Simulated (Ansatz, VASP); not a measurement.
# Two plane-wave programs on Nb

The input POSCAR:

```
Nb
1.0
    2.7196400000      0.0000000000      0.0000000000
    0.0000000000      2.7196400000      0.0000000000
    0.0000000000      0.0000000000      2.7196400000
Nb
1
Direct
    0.5000000000      0.5000000000      0.5000000000
```

File INCAR.step1:

```
PREC     = Accurate       # precision mode
ENCUT    = 520            # plane-wave cutoff, eV
ISMEAR   = -1             # smearing method
SIGMA    = 0.05           # smearing width, eV
LREAL    = F              # projectors in reciprocal space
LASPH    = T              # aspherical terms in the spheres
NELM     = 60             # most SCF steps
NBANDS   = 12             # bands
GGA      = PE             # functional
ALGO     = Normal         # electronic algorithm
EDIFF    = 1E-4           # SCF threshold, eV
LWAVE    = T              # write WAVECAR
LCHARG   = F              # write CHGCAR
```

File INCAR.step2:

```
PREC     = Accurate       # precision mode
ENCUT    = 520            # plane-wave cutoff, eV
EDIFF    = 1E-6           # SCF threshold, eV
ISMEAR   = -1             # smearing method
SIGMA    = 0.05           # smearing width, eV
LREAL    = F              # projectors in reciprocal space
LASPH    = T              # aspherical terms in the spheres
NELM     = 60             # most SCF steps
ALGO     = Normal         # electronic algorithm
ISIF     = 2              # what is computed and relaxed
LWAVE    = F              # write WAVECAR
LCHARG   = F              # write CHGCAR
METAGGA  = R2SCAN         # meta-GGA
LMIXTAU  = T            
NBANDS   = 12             # bands
ISTART   = 1
```

KPOINTS

```
regular mesh
0
Gamma
  6 6 6
```

The input input.yaml:

```yaml
crystal:
  lattice:
    - [2.71964, 0.0, 0.0]
    - [0.0, 2.71964, 0.0]
    - [0.0, 0.0, 2.71964]
  atoms:
    - { symbol: Nb, position: [0.5, 0.5, 0.5] }
hamiltonian:
  xc: r2scan
  pseudopotentials: { kind: paw }
kpoints:
  mp_grid: { grid: [6, 6, 6] }
  band_path:
    path:
      - [[0.0, 0.0, 0.0], [0.0, 0.5, 0.0], [0.5, 0.5, 0.0], [0.0, 0.0, 0.0], [0.5, 0.5, 0.5], [0.0, 0.5, 0.0]]
      - [[0.5, 0.5, 0.0], [0.5, 0.5, 0.5]]
    npoints: 14
scf:
  occupations: { method: fermi_dirac, width: 0.05 }
  n_extra_bands: 6
output:
  forces: true
  stress: true
  eigenvalues: true
  fatbands: false
  write_density: true
  write_potential: true
  elf: true
  volumetric_format: npy
```

The cell was built by a generator and needn't be a form met in nature.

Alike in both runs: functional r2SCAN; k mesh 6 × 6 × 6; occupations fermi-dirac, width 0.05 eV; no spin polarisation.

|  | VASP | Ansatz |
| --- | --- | --- |
| version | VASP 6.6.1 | Ansatz 0.2.0 |
| potentials or method | VASP PAW PBE potentials, release 64 (Nb_sv) | Ansatz PAW |
| plane-wave cutoff (eV) | 520 | 500 |
| valence electrons in the cell | 13 | 13 |
| task | single point | band structure |

```tsv
	VASP	Ansatz	Ansatz less VASP
gap on the k mesh at the Fermi level (eV)	none	none	-
pressure (GPa)	1.3	1.4	+0.11
```

A gap of «none» marks a metal or a gap that the smearing closes. The functional is the same, so the differences come from potentials, cutoffs and numerics.

Caveats: the k mesh is coarse (spacing up to 0.39 Å⁻¹), so the values aren't converged; the PAW data sets were made with another functional, which shifts forces and pressure a little (VASP); the PAW data sets come from PBE, with cores solved anew for the run's functional, which leaves a small shift of forces and pressure (Ansatz).
